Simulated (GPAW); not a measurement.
Here is a GPAW 26.7.0 calculation.

File run.py:

```python
from ase.eos import EquationOfState
from ase.io import Trajectory, read
from ase.units import GPa
from gpaw import GPAW, PW

atoms = read('Si.cif')

traj = Trajectory('eos.traj', 'w')
volumes, energies = [], []
for x in [0.94, 0.96, 0.98, 1.0, 1.02, 1.04, 1.06]:
    a = atoms.copy()
    a.set_cell(atoms.cell * x**(1 / 3), scale_atoms=True)
    calc = GPAW(mode=PW(600),
                xc='LDA',
                kpts={'size': (8, 8, 8), 'gamma': True},
                occupations={'name': 'fermi-dirac', 'width': 0.05},
                nbands=11,
                convergence={'density': 1e-05, 'energy': 1e-05},
                maxiter=150,
                txt=f'eos-{x:.2f}.txt')
    a.calc = calc
    energies.append(a.get_potential_energy(force_consistent=True))
    volumes.append(a.get_volume())
    p = -a.get_stress()[:3].mean() / GPa
    calc.write(f'eos-{x:.2f}.gpw')
    traj.write(a)
    print(f'{x:.2f} {volumes[-1]:10.4f} A^3 {energies[-1]:14.6f} eV {p:9.3f} GPa', flush=True)

v0, e0, B = EquationOfState(volumes, energies, eos='birchmurnaghan').fit()
print(f'V0 = {v0:.4f} A^3, E0 = {e0:.6f} eV, B0 = {B / GPa:.2f} GPa')
```

The input Si.cif:

```cif
data_Si
_cell_length_a 3.84927886
_cell_length_b 3.84927886
_cell_length_c 3.84927886
_cell_angle_alpha 60.00000000
_cell_angle_beta 60.00000000
_cell_angle_gamma 60.00000000
_space_group_name_H-M_alt 'P1'
_space_group_name_Hall 'P 1'
_space_group_IT_number 1
loop_
_space_group_symop_operation_xyz
'x,y,z'
loop_
_atom_site_label
_atom_site_type_symbol
_atom_site_symmetry_multiplicity
_atom_site_Wyckoff_symbol
_atom_site_fract_x
_atom_site_fract_y
_atom_site_fract_z
_atom_site_occupancy
Si1 Si 1 a 0.5000000000 0.5000000000 0.5000000000 1
Si2 Si 1 a 0.7500000000 0.7500000000 0.7500000000 1
```

Potentials or basis: the program's PAW data sets (release 1.2.1) made for this functional, pw.

Run with:

```console
$ OMP_NUM_THREADS=1 python run.py
```

**Question.** Estimate the bulk modulus.

**Answer.** 97 GPa.

**Question.** Estimate the pressure derivative of the bulk modulus.

**Answer.** 4.3.

**Question.** What does it give for the equilibrium volume?

**Answer.** 19.75 Å³/atom.

Energy against volume, from the lowest point:
```csv
volume (Å³/atom),energy (meV/atom)
18.955,10.52
19.358,2.49
19.761,0.00
20.165,2.47
20.568,9.41
20.971,20.35
21.375,34.87
```
